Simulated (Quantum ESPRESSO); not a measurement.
# AlN, rock salt type, strained in the (001) plane: a series in biaxial strain in the plane, part 4 of 5

Wanted: a table for AlN, rock salt type, strained in the (001) plane against biaxial strain in the plane, and what can be fitted to it.

Quantum ESPRESSO 7.5; plane-wave DFT, PBE, GBRV ultrasoft pseudopotentials.

So far. Step 2 (Variable-cell relaxation of the reference):  The last row is no step: it is a fresh SCF in the final cell with a new plane-wave basis, -0 meV from the row before. Step 3 (Relaxing cell and ions, -4 %):  The last row is no step: it is a fresh SCF in the final cell with a new plane-wave basis, -1 meV from the row before.

The structure was built from a prototype and need not be the compound's stable phase.

**6. Variable-cell relaxation, -3 %**

Contents of m1.relax.in:

```
&control
  prefix = 'm1.relax'
  outdir = './out'
  pseudo_dir = './pseudo'
  nstep = 40
  forc_conv_thr = 0.001
  calculation = 'vc-relax'
/
&system
  ibrav = 0
  nat = 4
  ntyp = 2
  ecutwfc = 50
  ecutrho = 250
  occupations = 'fixed'
/
&electrons
  conv_thr = 1e-10
  mixing_beta = 0.6
  electron_maxstep = 120
/
&ions
/
&cell
  cell_dofree = 'z'
  press_conv_thr = 0.3
/
ATOMIC_SPECIES
  Al  26.9815  al_pbe_v1.uspp.F.UPF
  N   14.0070  n_pbe_v1.2.uspp.F.UPF
CELL_PARAMETERS angstrom
  2.79544374981000 0.00000000000000 0.00000000000000
  0.00000000000000 2.79544374981000 0.00000000000000
  0.00000000000000 0.00000000000000 4.07545141600000
ATOMIC_POSITIONS crystal
  Al  0.000000000000 0.000000000000 0.000000000000
  N   0.500000000000 0.500000000000 0.000000000000
  Al  0.500000000000 0.500000000000 0.500000000000
  N   0.000000000000 0.000000000000 0.500000000000
K_POINTS automatic
  8 8 6 0 0 0
```

Launch:

```console
OMP_NUM_THREADS=1 mpirun -n 4 pw.x -nk 4 -in m1.relax.in > m1.relax.out
```

Output:

```text
[banner, memory and clock lines left out]
Program PWSCF v.7.5 starts
[...]
Message from routine setup:
[...]
number of electrons       =        16.00
     number of Kohn-Sham states=            8
     kinetic-energy cutoff     =      50.0000  Ry
     charge density cutoff     =     250.0000  Ry
[...]
number of k points=    60
[...]
Dense  grid:    14319 G-vectors     FFT dimensions: (  27,  27,  40)
[...]
Starting wfcs are   16 randomized atomic wfcs
[...]
estimated scf accuracy    <       0.88977368 Ry
[...]
estimated scf accuracy    <       0.17474193 Ry
[...]
estimated scf accuracy    <       0.00913271 Ry
[...]
estimated scf accuracy    <       0.00691371 Ry
[...]
estimated scf accuracy    <       0.00038168 Ry
[...]
estimated scf accuracy    <       0.00024268 Ry
[...]
estimated scf accuracy    <       0.00009037 Ry
[...]
estimated scf accuracy    <       0.00001481 Ry
[...]
estimated scf accuracy    <       0.00000162 Ry
[...]
estimated scf accuracy    <          6.9E-09 Ry
[...]
estimated scf accuracy    <          4.1E-10 Ry
[...]
highest occupied level (ev):    11.8502
!    total energy              =     -54.04040652 Ry
     estimated scf accuracy    <          4.5E-11 Ry
[...]
one-electron contribution =       7.10145941 Ry
     hartree contribution      =       8.93376760 Ry
     xc contribution           =     -20.11502978 Ry
     ewald contribution        =     -49.96060375 Ry
     convergence has been achieved in  12 iterations
[...]
Total force =     0.000000     Total SCF correction =     0.000000
[...]
estimated scf accuracy    <       0.00018917 Ry
[...]
estimated scf accuracy    <       0.00001829 Ry
[...]
estimated scf accuracy    <       0.00000044 Ry
[...]
estimated scf accuracy    <       0.00000003 Ry
[...]
estimated scf accuracy    <       0.00000002 Ry
[...]
highest occupied level (ev):    11.6588
!    total energy              =     -54.04216432 Ry
     estimated scf accuracy    <          7.9E-11 Ry
[...]
one-electron contribution =       6.65486620 Ry
     hartree contribution      =       9.00982938 Ry
     xc contribution           =     -20.06498698 Ry
     ewald contribution        =     -49.64187292 Ry
     convergence has been achieved in   6 iterations
[...]
Total force =     0.000000     Total SCF correction =     0.000000
[...]
estimated scf accuracy    <       0.00002536 Ry
[...]
estimated scf accuracy    <       0.00000296 Ry
[...]
estimated scf accuracy    <       0.00000007 Ry
[...]
estimated scf accuracy    <          8.4E-09 Ry
[...]
estimated scf accuracy    <       0.00000001 Ry
[...]
estimated scf accuracy    <          2.6E-09 Ry
[...]
estimated scf accuracy    <          1.7E-10 Ry
[...]
estimated scf accuracy    <          3.0E-11 Ry
[...]
highest occupied level (ev):    11.5837
!    total energy              =     -54.04233662 Ry
     estimated scf accuracy    <          7.1E-13 Ry
[...]
one-electron contribution =       6.48051041 Ry
     hartree contribution      =       9.04090081 Ry
     xc contribution           =     -20.04642585 Ry
     ewald contribution        =     -49.51732199 Ry
     convergence has been achieved in   9 iterations
[...]
Total force =     0.000000     Total SCF correction =     0.000000
[...]
estimated scf accuracy    <       0.00000068 Ry
[...]
estimated scf accuracy    <       0.00000007 Ry
[...]
estimated scf accuracy    <          1.0E-09 Ry
[...]
estimated scf accuracy    <          9.8E-11 Ry
[...]
estimated scf accuracy    <          1.9E-11 Ry
[...]
highest occupied level (ev):    11.5714
!    total energy              =     -54.04234030 Ry
     estimated scf accuracy    <          3.1E-13 Ry
[...]
one-electron contribution =       6.45187791 Ry
     hartree contribution      =       9.04607187 Ry
     xc contribution           =     -20.04342696 Ry
     ewald contribution        =     -49.49686311 Ry
     convergence has been achieved in   6 iterations
[...]
Total force =     0.000000     Total SCF correction =     0.000000
[...]
number of electrons       =        16.00
     number of Kohn-Sham states=            8
     kinetic-energy cutoff     =      50.0000  Ry
     charge density cutoff     =     250.0000  Ry
[...]
number of k points=    60
[...]
Dense  grid:    14727 G-vectors     FFT dimensions: (  27,  27,  40)
[...]
Starting wfcs are   16 randomized atomic wfcs
[...]
estimated scf accuracy    <       0.85336205 Ry
[...]
estimated scf accuracy    <       0.16062052 Ry
[...]
estimated scf accuracy    <       0.00802437 Ry
[...]
estimated scf accuracy    <       0.00596958 Ry
[...]
estimated scf accuracy    <       0.00021547 Ry
[...]
estimated scf accuracy    <       0.00022404 Ry
[...]
estimated scf accuracy    <       0.00003419 Ry
[...]
estimated scf accuracy    <       0.00000782 Ry
[...]
estimated scf accuracy    <       0.00000002 Ry
[...]
estimated scf accuracy    <       0.00000009 Ry
[...]
estimated scf accuracy    <       0.00000005 Ry
[...]
estimated scf accuracy    <       0.00000001 Ry
[...]
estimated scf accuracy    <          3.9E-10 Ry
[...]
estimated scf accuracy    <          1.9E-12 Ry
[...]
estimated scf accuracy    <          1.2E-11 Ry
[...]
estimated scf accuracy    <          2.9E-11 Ry
[...]
highest occupied level (ev):    11.5712
!    total energy              =     -54.04240189 Ry
     estimated scf accuracy    <          9.6E-13 Ry
[...]
one-electron contribution =       6.45176068 Ry
     hartree contribution      =       9.04614519 Ry
     xc contribution           =     -20.04344466 Ry
     ewald contribution        =     -49.49686311 Ry
     convergence has been achieved in  17 iterations
[...]
Total force =     0.000000     Total SCF correction =     0.000000
[...]
```

Wall time 25 s (4 MPI ranks of Arm Neoverse N1, shared host); peak memory 0.23 GiB.

Step by step:

```tsv
step	energy less that of the first step (eV)	largest force (eV/Å)	volume (Å³)
1	0.0000	0.0000	31.85
2	-0.0239	0.0000	32.42
3	-0.0263	0.0000	32.65
4	-0.0263	0.0000	32.68
5	-0.0271	0.0000	32.68
```

```tsv
conventional cell, symmetrised	before	after	change
a (Å)	2.795	2.795	+0.0 %
b (Å)	2.795	2.795	+0.0 %
c (Å)	4.075	4.182	+2.6 %
volume (Å³/atom)	7.96	8.17	+2.6 %
```

Final coordinates:

```xyz
4
Lattice="2.7954 0.0000 0.0000 0.0000 2.7954 0.0000 0.0000 0.0000 4.1823" Properties=species:S:1:pos:R:3 pbc="T T T"
Al    0.0000    0.0000    0.0000
N     1.3977    1.3977    0.0000
Al    1.3977    1.3977    2.0912
N     0.0000    0.0000    2.0912
```

 The last row is no step: it is a fresh SCF in the final cell with a new plane-wave basis, -1 meV from the row before.

This step gave:

- free energy: -735.2843 eV
- valence top, on the run's zero: 11.57 eV

**7. SCF with pw.x, -3 %**

Contents of m1.scf.in:

```
&control
  prefix = 'm1.scf'
  outdir = './out'
  pseudo_dir = './pseudo'
  calculation = 'scf'
  tprnfor = .true.
/
&system
  ibrav = 0
  nat = 4
  ntyp = 2
  ecutwfc = 40
  ecutrho = 200
  occupations = 'fixed'
  nbnd = 12
/
&electrons
  conv_thr = 1e-09
  mixing_beta = 0.6
  electron_maxstep = 120
/
ATOMIC_SPECIES
  Al  26.9815  al_pbe_v1.uspp.F.UPF
  N   14.0070  n_pbe_v1.2.uspp.F.UPF
CELL_PARAMETERS angstrom
  2.79544375000000 0.00000000000000 0.00000000000000
  0.00000000000000 2.79544375000000 0.00000000000000
  0.00000000000000 0.00000000000000 4.18234460800000
ATOMIC_POSITIONS crystal
  Al  0.000000000000 0.000000000000 0.000000000000
  N   0.500000000000 0.500000000000 0.000000000000
  Al  0.500000000000 0.500000000000 0.500000000000
  N   0.000000000000 0.000000000000 0.500000000000
K_POINTS automatic
  8 8 6 0 0 0
```

Launch:

```console
OMP_NUM_THREADS=1 mpirun -n 4 pw.x -nk 4 -in m1.scf.in > m1.scf.out
```

Output:

```text
[banner, memory and clock lines left out]
Program PWSCF v.7.5 starts
[...]
Message from routine setup:
[...]
number of electrons       =        16.00
     number of Kohn-Sham states=           12
     kinetic-energy cutoff     =      40.0000  Ry
     charge density cutoff     =     200.0000  Ry
[...]
number of k points=    60
[...]
Dense  grid:    10567 G-vectors     FFT dimensions: (  24,  24,  36)
[...]
Starting wfcs are   16 randomized atomic wfcs
[...]
estimated scf accuracy    <       0.87375512 Ry
[...]
estimated scf accuracy    <       0.21059745 Ry
[...]
estimated scf accuracy    <       0.00481062 Ry
[...]
estimated scf accuracy    <       0.00230914 Ry
[...]
estimated scf accuracy    <       0.00001312 Ry
[...]
estimated scf accuracy    <       0.00000184 Ry
[...]
estimated scf accuracy    <       0.00000090 Ry
[...]
estimated scf accuracy    <       0.00000013 Ry
[...]
estimated scf accuracy    <          8.1E-09 Ry
[...]
highest occupied, lowest unoccupied level (ev):    11.5717   15.8564
!    total energy              =     -54.04208512 Ry
     estimated scf accuracy    <          3.6E-10 Ry
[...]
one-electron contribution =       6.45229066 Ry
     hartree contribution      =       9.04586188 Ry
     xc contribution           =     -20.04337453 Ry
     ewald contribution        =     -49.49686312 Ry
     convergence has been achieved in  10 iterations
[...]
Total force =     0.000000     Total SCF correction =     0.000000
[...]
```

Wall time 5.3 s (4 MPI ranks); peak memory 0.2 GiB; 21 s of CPU time.

Numbers from this step:

```
free energy                          : -735.2800 eV
conduction bottom, on the run's zero : 15.86 eV
gap by band count                    : 4.285 eV
```

**8. Complex band structure, -3 %**

Contents of m1.cbs.in:

```
&inputcond
  outdir = './out'
  prefixl = 'm1.scf'
  band_file = 'm1.cbs'
  ikind = 0
  ewind = 4.0
  epsproj = 1e-05
  nz1 = 7
  energy0 = 7.05
  denergy = -0.15
/
3
  0.00000000 0.00000000 1.00000000
  0.50000000 0.00000000 1.00000000
  0.50000000 0.50000000 1.00000000
55
```

Launch:

```console
OMP_NUM_THREADS=1 mpirun -n 4 pwcond.x -in m1.cbs.in > m1.cbs.out
```

Output:

```text
[banner, memory and clock lines left out]
Program PWCOND v.7.5 starts
[citation notice left out]

[...]
./out/m1.scf.save/

     IMPORTANT: XC functional enforced from input :
     Exchange-correlation= PBE
                           (   1   4   3   4   0   0   0)
     Any further DFT definition will be discarded
     Please, verify this is what you really want

     Reading collected, re-writing distributed wavefunctions

===== INPUT FILE containing the left lead =====

     GEOMETRY:

     lattice parameter (alat)  =       5.2826  a.u.
[...]
-0.2523530   0.0000000   6.9000000
  -0.4094636   0.0000000   6.9000000
  -0.4231157   0.0000000   6.9000000
[... further energies and points left out ...]
---  E-Ef =   -0.9000000  k =    0.5000000   0.5000000
---  ie =         54  ik =          3
 Nchannels of the left tip =            0
 Right moving states:
   k1(2pi/a)   k2(2pi/a)   E-Ef (eV)
 Left moving states:
   k1(2pi/a)   k2(2pi/a)   E-Ef (eV)

---  E-Ef =   -1.0500000  k =    0.5000000   0.5000000
---  ie =         55  ik =          3
 Nchannels of the left tip =            0
 Right moving states:
   k1(2pi/a)   k2(2pi/a)   E-Ef (eV)
 Left moving states:
   k1(2pi/a)   k2(2pi/a)   E-Ef (eV)

[...]
```

Elapsed: 30 s, on 4 MPI ranks; peak memory 0.18 GiB; 2 min of CPU time.

K across = (0, 0) in the cell's reciprocal vectors; values within 0.0025 1/Å of each other count once, columns are sorted by size at each energy, a dash where no further value was kept. The Im kz of the slowest decaying states by energy, zero at the highest filled level of the SCF mesh:

```tsv
energy (eV)	decay 1 (Å⁻¹)	decay 2 (Å⁻¹)	decay 3 (Å⁻¹)
-1.05	0.99	1.34	2.35
-0.60	0.951	1.29	2.32
-0.30	0.136	0.924	1.26
0.00	0.019	0.304	0.897
0.15	0.107	0.355	0.883
0.45	0.178	0.431	0.854
0.90	0.24	0.512	0.81
1.20	0.268	0.553	0.779
1.65	0.297	0.6	0.73
2.10	0.315	0.636	0.678
2.40	0.322	0.641	0.655
2.85	0.325	0.58	0.677
3.15	0.322	0.536	0.689
3.60	0.311	0.461	0.702
3.90	0.298	0.403	0.661
4.35	0.269	0.295	0.559
4.80	0.1	0.224	0.434
5.10	0.178	0.323	0.715
5.55	0.712	1.92	1.95
5.85	0.708	1.90	1.93
6.30	0.7	1.87	1.91
6.60	0.693	1.84	1.89
7.05	0.68	1.81	1.86
```

**9. Relaxing cell and ions, 3 %**

Contents of m7.relax.in:

```
&control
  prefix = 'm7.relax'
  outdir = './out'
  pseudo_dir = './pseudo'
  nstep = 40
  forc_conv_thr = 0.001
  calculation = 'vc-relax'
/
&system
  ibrav = 0
  nat = 4
  ntyp = 2
  ecutwfc = 50
  ecutrho = 250
  occupations = 'fixed'
/
&electrons
  conv_thr = 1e-10
  mixing_beta = 0.6
  electron_maxstep = 120
/
&ions
/
&cell
  cell_dofree = 'z'
  press_conv_thr = 0.3
/
ATOMIC_SPECIES
  Al  26.9815  al_pbe_v1.uspp.F.UPF
  N   14.0070  n_pbe_v1.2.uspp.F.UPF
CELL_PARAMETERS angstrom
  2.96835779619000 0.00000000000000 0.00000000000000
  0.00000000000000 2.96835779619000 0.00000000000000
  0.00000000000000 0.00000000000000 4.07545141600000
ATOMIC_POSITIONS crystal
  Al  0.000000000000 0.000000000000 0.000000000000
  N   0.500000000000 0.500000000000 0.000000000000
  Al  0.500000000000 0.500000000000 0.500000000000
  N   0.000000000000 0.000000000000 0.500000000000
K_POINTS automatic
  8 8 6 0 0 0
```

Launch:

```console
OMP_NUM_THREADS=1 mpirun -n 4 pw.x -nk 4 -in m7.relax.in > m7.relax.out
```

Output:

```text
[banner, memory and clock lines left out]
Program PWSCF v.7.5 starts
[...]
Message from routine setup:
[...]
number of electrons       =        16.00
     number of Kohn-Sham states=            8
     kinetic-energy cutoff     =      50.0000  Ry
     charge density cutoff     =     250.0000  Ry
[...]
number of k points=    60
[...]
Dense  grid:    16155 G-vectors     FFT dimensions: (  30,  30,  40)
[...]
Starting wfcs are   16 randomized atomic wfcs
[...]
estimated scf accuracy    <       0.88419595 Ry
[...]
estimated scf accuracy    <       0.23938691 Ry
[...]
estimated scf accuracy    <       0.01129591 Ry
[...]
estimated scf accuracy    <       0.00965841 Ry
[...]
estimated scf accuracy    <       0.00074416 Ry
[...]
estimated scf accuracy    <       0.00000810 Ry
[...]
estimated scf accuracy    <       0.00009917 Ry
[...]
estimated scf accuracy    <       0.00002491 Ry
[...]
estimated scf accuracy    <       0.00000197 Ry
[...]
estimated scf accuracy    <          2.2E-09 Ry
[...]
estimated scf accuracy    <          3.1E-09 Ry
[...]
estimated scf accuracy    <       0.00000001 Ry
[...]
estimated scf accuracy    <          9.4E-09 Ry
[...]
estimated scf accuracy    <          3.2E-09 Ry
[...]
estimated scf accuracy    <          6.0E-10 Ry
[...]
highest occupied level (ev):    10.1235
!    total energy              =     -54.04245863 Ry
     estimated scf accuracy    <          1.2E-11 Ry
[...]
one-electron contribution =       4.36871035 Ry
     hartree contribution      =       9.35320178 Ry
     xc contribution           =     -19.76252760 Ry
     ewald contribution        =     -48.00184317 Ry
     convergence has been achieved in  16 iterations
[...]
Total force =     0.000000     Total SCF correction =     0.000000
[...]
estimated scf accuracy    <       0.00019087 Ry
[...]
estimated scf accuracy    <       0.00002348 Ry
[...]
estimated scf accuracy    <       0.00000165 Ry
[...]
estimated scf accuracy    <       0.00000012 Ry
[...]
estimated scf accuracy    <       0.00000009 Ry
[...]
estimated scf accuracy    <          2.8E-09 Ry
[...]
estimated scf accuracy    <          9.2E-10 Ry
[...]
estimated scf accuracy    <          3.6E-10 Ry
[...]
highest occupied level (ev):    10.3729
!    total energy              =     -54.04407059 Ry
     estimated scf accuracy    <          7.2E-11 Ry
[...]
one-electron contribution =       4.69957479 Ry
     hartree contribution      =       9.30844221 Ry
     xc contribution           =     -19.81147420 Ry
     ewald contribution        =     -48.24061339 Ry
     convergence has been achieved in   9 iterations
[...]
Total force =     0.000000     Total SCF correction =     0.000000
[...]
estimated scf accuracy    <       0.00003721 Ry
[...]
estimated scf accuracy    <       0.00000538 Ry
[...]
estimated scf accuracy    <       0.00000043 Ry
[...]
estimated scf accuracy    <       0.00000004 Ry
[...]
estimated scf accuracy    <       0.00000002 Ry
[...]
estimated scf accuracy    <          8.1E-10 Ry
[...]
estimated scf accuracy    <          1.5E-10 Ry
[...]
estimated scf accuracy    <          4.6E-11 Ry
[...]
estimated scf accuracy    <          2.1E-12 Ry
[...]
highest occupied level (ev):    10.4806
!    total energy              =     -54.04420463 Ry
     estimated scf accuracy    <          2.1E-15 Ry
[...]
one-electron contribution =       4.83961846 Ry
     hartree contribution      =       9.29069645 Ry
     xc contribution           =     -19.83316846 Ry
     ewald contribution        =     -48.34135108 Ry
     convergence has been achieved in  10 iterations
[...]
Total force =     0.000000     Total SCF correction =     0.000000
[...]
estimated scf accuracy    <       0.00000067 Ry
[...]
estimated scf accuracy    <       0.00000009 Ry
[...]
estimated scf accuracy    <          6.1E-09 Ry
[...]
estimated scf accuracy    <          5.1E-10 Ry
[...]
estimated scf accuracy    <          2.8E-10 Ry
[...]
estimated scf accuracy    <          1.3E-11 Ry
[...]
estimated scf accuracy    <          2.4E-12 Ry
[...]
estimated scf accuracy    <          1.2E-12 Ry
[...]
highest occupied level (ev):    10.4665
!    total energy              =     -54.04420753 Ry
     estimated scf accuracy    <          2.3E-13 Ry
[...]
one-electron contribution =       4.82139995 Ry
     hartree contribution      =       9.29295621 Ry
     xc contribution           =     -19.83030929 Ry
     ewald contribution        =     -48.32825440 Ry
     convergence has been achieved in   9 iterations
[...]
Total force =     0.000000     Total SCF correction =     0.000000
[...]
number of electrons       =        16.00
     number of Kohn-Sham states=            8
     kinetic-energy cutoff     =      50.0000  Ry
     charge density cutoff     =     250.0000  Ry
[...]
number of k points=    60
[...]
Dense  grid:    15817 G-vectors     FFT dimensions: (  30,  30,  40)
[...]
Starting wfcs are   16 randomized atomic wfcs
[...]
estimated scf accuracy    <       0.84683546 Ry
[...]
estimated scf accuracy    <       0.19484181 Ry
[...]
estimated scf accuracy    <       0.00899494 Ry
[...]
estimated scf accuracy    <       0.00726376 Ry
[...]
estimated scf accuracy    <       0.00033028 Ry
[...]
estimated scf accuracy    <       0.00037640 Ry
[...]
estimated scf accuracy    <       0.00005631 Ry
[...]
estimated scf accuracy    <       0.00001379 Ry
[...]
estimated scf accuracy    <       0.00000050 Ry
[...]
estimated scf accuracy    <       0.00000001 Ry
[...]
estimated scf accuracy    <       0.00000001 Ry
[...]
estimated scf accuracy    <          1.7E-10 Ry
[...]
estimated scf accuracy    <          1.1E-10 Ry
[...]
estimated scf accuracy    <          4.4E-12 Ry
[...]
highest occupied level (ev):    10.4666
!    total energy              =     -54.04414931 Ry
     estimated scf accuracy    <          3.9E-13 Ry
[...]
one-electron contribution =       4.82151002 Ry
     hartree contribution      =       9.29288881 Ry
     xc contribution           =     -19.83029374 Ry
     ewald contribution        =     -48.32825440 Ry
     convergence has been achieved in  15 iterations
[...]
Total force =     0.000000     Total SCF correction =     0.000000
[...]
```

It took 28 s on 4 MPI ranks; peak memory 0.23 GiB.

Relaxation path:

```tsv
step	energy less that of the first step (eV)	largest force (eV/Å)	volume (Å³)
1	0.0000	0.0000	35.91
2	-0.0219	0.0000	35.34
3	-0.0238	0.0000	35.10
4	-0.0238	0.0000	35.13
5	-0.0230	0.0000	35.13
```

```tsv
conventional cell, symmetrised	before	after	change
a (Å)	2.968	2.968	-0.0 %
b (Å)	2.968	2.968	-0.0 %
c (Å)	4.075	3.987	-2.2 %
volume (Å³/atom)	8.98	8.78	-2.2 %
```

The relaxed structure:

```xyz
4
Lattice="2.9684 0.0000 0.0000 0.0000 2.9684 0.0000 0.0000 0.0000 3.9869" Properties=species:S:1:pos:R:3 pbc="T T T"
Al    0.0000    0.0000    0.0000
N     1.4842    1.4842    0.0000
Al    1.4842    1.4842    1.9935
N     0.0000    0.0000    1.9935
```

 The last row is no step: it is a fresh SCF in the final cell with a new plane-wave basis, +1 meV from the row before.

Numbers from this step:

| Item | Value |
| --- | --- |
| free energy | -735.3081 eV |
| valence top, on the run's zero | 10.47 eV |

[end of part 4 of 5]

[Logs are printed without paths, hosts, clocks, repeated set-up lines and the standing remarks that a program may print on its own settings, such as how far it seeks lower states.]

[Hosts, paths, dates, database ids (printed as entryN), source tags and the programs' standing remarks are cut or masked in the printed files.]

[Maps of the electrostatic potential energy from Ansatz leave out the sawtooth potential of an applied field or a dipole correction, so their vacuum need not be flat; planar profiles and work functions include it.]
